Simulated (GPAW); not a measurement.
# MgO (Fm-3m) in GPAW: single point with RPBE

Aim: the single point of MgO with RPBE.

All numbers are computed with GPAW 26.7.0; they aren't measurements. Logs are shortened: lines on timing, memory, paths and dates and some standing lists are left out, and cuts for length are marked. The log counts tension as positive stress, the text compression.

**Measured values to compare with.**

“Electronic structure of alkaline earth and post-transition metal oxides”, 2009, arxiv:0908.1581 quotes, for a bulk crystal of MgO: band gap 7.83 eV.

The results are compared with them further down.

## (1) The structure

The structure is cubic, space group Fm-3m (No. 225). Conventional cell: a = 4.194 Å, b = 4.194 Å, c = 4.194 Å, α = 90.00°, β = 90.00°, γ = 90.00°. Mg (site symmetry m-3m) has 6 O at 2.10 Å as nearest neighbours. Around O (site symmetry m-3m) lie 6 Mg at 2.10 Å.

The cell is a database's computed one.

## (2) Single point, RPBE

File run.py:

```python
from ase.dft.bandgap import bandgap
from ase.io import read, write
from ase.units import GPa
from gpaw import GPAW, PW

atoms = read('POSCAR')

calc = GPAW(mode=PW(800),
            xc='RPBE',
            kpts={'size': (11, 11, 11), 'gamma': True},
            occupations={'name': 'methfessel-paxton', 'order': 0, 'width': 0.05},
            nbands=16,
            convergence={'density': 1e-05, 'energy': 1e-05},
            maxiter=150,
            txt='gpaw.txt')
atoms.calc = calc
energy = atoms.get_potential_energy()
forces = atoms.get_forces()
stress = atoms.get_stress()
calc.write('gs.gpw')
write('result.traj', atoms)
print(f'Energy: {energy:.6f} eV')
print('Forces (eV/A):')
print(forces.round(4))
print('Stress (GPa):', (stress / GPa).round(3))
print('Fermi level:', round(calc.get_fermi_level(), 4), 'eV')
print(f'Gap: {bandgap(calc)[0]:.4f} eV, direct: {bandgap(calc, direct=True)[0]:.4f} eV')
```

File POSCAR:

```
MgO
1.0
    0.0000000000      2.0970013927      2.0970013927
    2.0970013927      0.0000000000      2.0970013927
    2.0970013927      2.0970013927      0.0000000000
Mg O
1 1
Direct
    0.0000000000      0.0000000000      0.0000000000
    0.5000000000      0.5000000000      0.5000000000
```

Potentials or basis: the program's PAW data sets (release 1.2.1) made for this functional, pw.

Launch:

```console
$ OMP_NUM_THREADS=1 python run.py
```

gpaw.txt:

```text
__  _  _
 | _ |_)|_||  |
 |__||  | ||/\| - 26.7.0

Input parameters:
  mode=PW(ecut=800.0),
  convergence={'density': 1e-05, 'energy': 1e-05},
  kpts=MonkhorstPack(size=(11, 11, 11), gamma=True),
  maxiter=150,
  nbands=16,
  occupations=Occupations(name='methfessel-paxton', order=0, width=0.05),
  xc=XC(name='RPBE')

Diagonalizing LCAO Hamiltonian
Converting LCAO to pw mode

              O

       Mg

Atoms  # Å, Bohr magnetons
|   | symbol |        x |        y |        z |    initial magnetic moments |
|---|--------|----------|----------|----------|-----------------------------|
| 0 |     Mg | 0.000000 | 0.000000 | 0.000000 | ( 0.0000,  0.0000,  0.0000) |
| 1 |      O | 2.097001 | 2.097001 | 2.097001 | ( 0.0000,  0.0000,  0.0000) |

Unit cell  # Å
| periodic |        x |        y |        z |  lengths |    angles |
|----------|----------|----------|----------|----------|-----------|
|      yes | 0.000000 | 2.097001 | 2.097001 | 2.965608 | 60.000000 |
|      yes | 2.097001 | 0.000000 | 2.097001 | 2.965608 | 60.000000 |
|      yes | 2.097001 | 2.097001 | 0.000000 | 2.965608 | 60.000000 |

Number of symmetries: 48
Symmetry operations  # r_c * U_cc + t_c -> r_c
|    | kind |            matrix            |
|----|------|------------------------------|
|  0 |  σ   |  1, 0, 0,  1, 0,-1,  1,-1, 0 |
|  1 |  C2  |  1, 0, 0,  1,-1, 0,  1, 0,-1 |
|  2 |  E   |  1, 0, 0,  0, 1, 0,  0, 0, 1 |
|  3 |  σ   |  1, 0, 0,  0, 0, 1,  0, 1, 0 |
|  4 |  C4  |  1, 0,-1,  1, 0, 0,  1,-1, 0 |
|  5 |  S6  |  1, 0,-1,  1,-1, 0,  1, 0, 0 |
|  6 |  σ   |  1, 0,-1,  0, 1,-1,  0, 0,-1 |
|  7 |  C3  |  1, 0,-1,  0, 0,-1,  0, 1,-1 |
|  8 |  S6  |  1,-1, 0,  1, 0, 0,  1, 0,-1 |
|  9 |  C4  |  1,-1, 0,  1, 0,-1,  1, 0, 0 |
| 10 |  C3  |  1,-1, 0,  0,-1, 1,  0,-1, 0 |
| 11 |  σ   |  1,-1, 0,  0,-1, 0,  0,-1, 1 |
| 12 |  σ   |  0, 1, 0,  1, 0, 0,  0, 0, 1 |
| 13 |  C4  |  0, 1, 0,  0, 1,-1, -1, 1, 0 |
| 14 |  C3  |  0, 1, 0,  0, 0, 1,  1, 0, 0 |
| 15 |  S6  |  0, 1, 0, -1, 1, 0,  0, 1,-1 |
| 16 |  C2  |  0, 1,-1,  1, 0,-1,  0, 0,-1 |
| 17 |  σ   |  0, 1,-1,  0, 1, 0, -1, 1, 0 |
| 18 |  S4  |  0, 1,-1,  0, 0,-1,  1, 0,-1 |
| 19 |  C4  |  0, 1,-1, -1, 1, 0,  0, 1, 0 |
| 20 |  C3  |  0, 0, 1,  1, 0, 0,  0, 1, 0 |
| 21 |  σ   |  0, 0, 1,  0, 1, 0,  1, 0, 0 |
| 22 |  S6  |  0, 0, 1,  0,-1, 1, -1, 0, 1 |
| 23 |  C4  |  0, 0, 1, -1, 0, 1,  0,-1, 1 |
| 24 |  S4  |  0, 0,-1,  1, 0,-1,  0, 1,-1 |
| 25 |  C3  |  0, 0,-1,  0, 1,-1,  1, 0,-1 |
| 26 |  C2  |  0, 0,-1,  0,-1, 0, -1, 0, 0 |
| 27 |  S6  |  0, 0,-1, -1, 0, 0,  0,-1, 0 |
| 28 |  S4  |  0,-1, 1,  1,-1, 0,  0,-1, 0 |
| 29 |  C4  |  0,-1, 1,  0, 0, 1, -1, 0, 1 |
| 30 |  C2  |  0,-1, 1,  0,-1, 0,  1,-1, 0 |
| 31 |  σ   |  0,-1, 1, -1, 0, 1,  0, 0, 1 |
| 32 |  C3  |  0,-1, 0,  1,-1, 0,  0,-1, 1 |
| 33 |  S6  |  0,-1, 0,  0, 0,-1, -1, 0, 0 |
| 34 |  S4  |  0,-1, 0,  0,-1, 1,  1,-1, 0 |
| 35 |  C2  |  0,-1, 0, -1, 0, 0,  0, 0,-1 |
| 36 |  C2  | -1, 1, 0,  0, 1, 0,  0, 1,-1 |
| 37 |  S6  | -1, 1, 0,  0, 1,-1,  0, 1, 0 |
| 38 |  S4  | -1, 1, 0, -1, 0, 1, -1, 0, 0 |
| 39 |  C3  | -1, 1, 0, -1, 0, 0, -1, 0, 1 |
| 40 |  S6  | -1, 0, 1,  0, 0, 1,  0,-1, 1 |
| 41 |  C2  | -1, 0, 1,  0,-1, 1,  0, 0, 1 |
| 42 |  C3  | -1, 0, 1, -1, 1, 0, -1, 0, 0 |
| 43 |  S4  | -1, 0, 1, -1, 0, 0, -1, 1, 0 |
| 44 |  C2  | -1, 0, 0,  0, 0,-1,  0,-1, 0 |
| 45 |  i   | -1, 0, 0,  0,-1, 0,  0, 0,-1 |
| 46 |  σ   | -1, 0, 0, -1, 1, 0, -1, 0, 1 |
| 47 |  C2  | -1, 0, 0, -1, 0, 1, -1, 1, 0 |

BZ-sampling:
  Number of BZ points: 1331
  Number of IBZ points: 56

  Monkhorst-Pack size: [11, 11, 11]
  Monkhorst-Pack shift: [0, 0, 0]

K-points  # in reciprocal-cell coordinates
|     |                                coordinates |     weight |
|-----|--------------------------------------------|------------|
|   0 | (  0.00000000,   0.00000000,   0.00000000) | 0.00075131 |
|   1 | (  0.09090909,   0.09090909,   0.00000000) | 0.00450789 |
|   2 | (  0.09090909,   0.09090909,   0.09090909) | 0.00601052 |
|   3 | (  0.18181818,   0.09090909,   0.09090909) | 0.00901578 |
|   4 | (  0.18181818,   0.18181818,   0.00000000) | 0.00450789 |
|   5 | (  0.18181818,   0.18181818,   0.09090909) | 0.01803156 |
|   6 | (  0.18181818,   0.18181818,   0.18181818) | 0.00601052 |
|   7 | (  0.27272727,   0.18181818,   0.09090909) | 0.01803156 |
|   8 | (  0.27272727,   0.18181818,   0.18181818) | 0.01803156 |
|   9 | (  0.27272727,   0.27272727,   0.00000000) | 0.00450789 |
| ... |                                            |            |
|  55 | (  0.45454545,   0.45454545,   0.45454545) | 0.00601052 |

Plane wave coefficients: 959
Cutoff: 800.0 eV

Spin-components: 1 (collinear spins)
Bands:           16
Projectors:      10
Spin-degeneracy: 2
Datatype:        complex128

Parallelization:
  kpt:    1
  domain: 1
  band:   1

Density:
  Valence electrons: 16.0
  Components: 1
  Grid points: [20 20 20]
  Charge: 0.0  # |e|

Potential:
  Grid points: [20 20 20]

species:
  Mg:
    name:    Magnesium
    Z:       12.0
    valence: 10
    core:    2
    charge:  0.0  # [|e|]
    compensation charges:
      type: gauss
      rc: 0.33  # [Å]
      lmax: 2
    cutoffs:
      filter: 1.86  # [Å]
      core: 0.54  # [Å]
    projectors
    | kind |    occ | energy [eV] | rcut [Å] |
    |------|--------|-------------|----------|
    |   2s |  2.000 |     -80.012 |    1.090 |
    |   3s |  2.000 |      -4.684 |    1.090 |
    |   2p |  6.000 |     -46.607 |    1.085 |
    |   3p |  0.000 |      -1.360 |    1.085 |
    |    d |        |       0.000 |    1.037 |

    Using partial waves for Mg as LCAO basis

  O:
    name:    Oxygen
    Z:       8.0
    valence: 6
    core:    2
    charge:  0.0  # [|e|]
    compensation charges:
      type: gauss
      rc: 0.21  # [Å]
      lmax: 2
    cutoffs:
      filter: 1.17  # [Å]
      core: 0.83  # [Å]
    projectors
    | kind |    occ | energy [eV] | rcut [Å] |
    |------|--------|-------------|----------|
    |   2s |  2.000 |     -24.041 |    0.688 |
    |   2p |  4.000 |      -8.984 |    0.598 |
    |    s |        |       3.170 |    0.688 |
    |    p |        |      18.228 |    0.598 |
    |    d |        |       0.000 |    0.619 |

    Using partial waves for O as LCAO basis

Reference energy: -7495.614363  # eV

eigensolver:
  PPCG
  Converge bands: occupied
  niter=2

density mixing:
  MSR1-Mixer
  Pratt-step length: 0.05
  Maximum mixing coefficient: 0.75
  Old densities: 10
  SVD Regularization: 0.005
  Good broyden scale: 1.0
  Trust region scale: 1.0
  Backstep threshold: 4.0
  History deletion threshold: 6.0
  Fourier metric: weight=20.0, sigma=0.015

occupation numbers:
  Methfessel-Paxton:
    width: 0.0500  # eV
    order: 0

poisson solver:
  ecut: 6400.0  # eV

xc functional:
  name: RPBE with 2 nearest neighbor stencil

convergence criteria:
- Maximum integral of absolute [dens]ity change: 1e-05 electrons / valence electron
- Maximum [total energy] change in last 3 cyles: 1e-05 eV / valence electron
- Maximum integral of absolute [eigenst]ate change: 4e-08 eV^2 / valence electron
maximum number of iterations: 150

SCF iterations
|iter     | |      energy | eigst |  dens |
|---------|-|-------------|-------|-------|
|iter:   1| |  -12.773561 | -0.08 |       |
|iter:   2| |  -12.420448 | -2.08 | -0.99 |
|iter:   3| |  -11.456921 | -1.35 | -1.04 |
|iter:   4| |  -11.470523 | -2.62 | -1.58 |
|iter:   5| |  -11.480856 | -2.66 | -1.84 |
|iter:   6| |  -11.480976 | -4.65 | -2.98 |
|iter:   7| |  -11.481011c| -5.64 | -3.34 |
|iter:   8| |  -11.481012c| -7.37 | -4.36 |
|iter:   9| |  -11.481012c| -7.82c| -4.98 |
|iter:  10| |  -11.481012c| -8.16c| -5.60c|

Converged in 10 steps
Energy contributions relative to reference atoms: (reference = -7495.614363)

Energy contributions:
  Kinetic:          15.374786
  Coulomb:         -12.994582
  Zero:              0.234007
  External:          0.000000
  Xc:              -14.095223
  Entropy:          -0.000000
  Spinorbit:         0.000000
  ----------------------------
  Free energy:     -11.481012
  Extrapolated:    -11.481012

dipole moment: (-5.984115, -5.984115, -5.984115)  # |e|*Ang

Fermi level: 5.832
Eigenvalues  # (at kpt = [0.000, 0.000, 0.000])
| band index |      eig [eV] | occ [0-2] |
|------------|---------------|-----------|
|          0 |       -67.378 |     2.000 |
|          1 |       -33.933 |     2.000 |
|          2 |       -33.933 |     2.000 |
|          3 |       -33.933 |     2.000 |
|          4 |       -12.187 |     2.000 |
|          5 |         5.172 |     2.000 |
|          6 |         5.172 |     2.000 |
|          7 |         5.172 |     2.000 |
|          8 |        10.176 |     0.000 |
|          9 |        21.206 |     0.000 |
|         10 |        21.206 |     0.000 |
|         11 |        21.206 |     0.000 |
|         12 |        25.066 |     0.000 |
|         13 |        26.980 |     0.000 |
|         14 |        26.980 |     0.000 |
|         15 |        29.904 |     0.000 |

Gap: 5.004 eV
Transition (v -> c):
  (s=0, k=0, n=7, [0.00, 0.00, 0.00]) -> (s=0, k=0, n=8, [0.00, 0.00, 0.00])
No difference between direct/indirect transitions

Forces  # eV/Ang
|        x |        y |        z |
|----------|----------|----------|
|  0.00000 | -0.00000 | -0.00000 |  # Mg   0
| -0.00000 |  0.00000 |  0.00000 |  # O    1

Stress tensor  # eV/Ang^3
|         x |         y |         z |
|-----------|-----------|-----------|
| -0.075790 |  0.000000 |  0.000000 |
|  0.000000 | -0.075790 | -0.000000 |
|  0.000000 | -0.000000 | -0.075790 |

# Writing to gs.gpw (mode='')
```

Run time: 15 s. Hardware: 1 thread of Arm Neoverse V1, shared host; peak memory 0.15 GiB.

Results:

* Free energy: -11.4810 eV
* Pressure: 12.1 GPa
* Band gap on the k mesh: 5.00 eV, direct

Levels at points of the mesh, in eV from the valence-band top:
```tsv
k point	band 4	band 5	band 6	band 7	band 8	band 9	band 10	band 11	band 12
(0.00, 0.00, 0.00)	-39.11	-17.36	0.00	0.00	0.00	5.00	16.03	16.03	16.03
```

## (3) Comparison with measurements

Step 2. Measured gap of MgO: 7.83 eV (quoted in “Electronic structure of alkaline earth and post-transition metal oxides”, 2009, arxiv:0908.1581). This calculation gives 5.00 eV (-2.83 eV). The value is that of RPBE, without temperature or zero-point motion. Semilocal functionals fall short of measured gaps as a rule. The cell is a database's relaxed one, not the measured one, which moves gaps too.
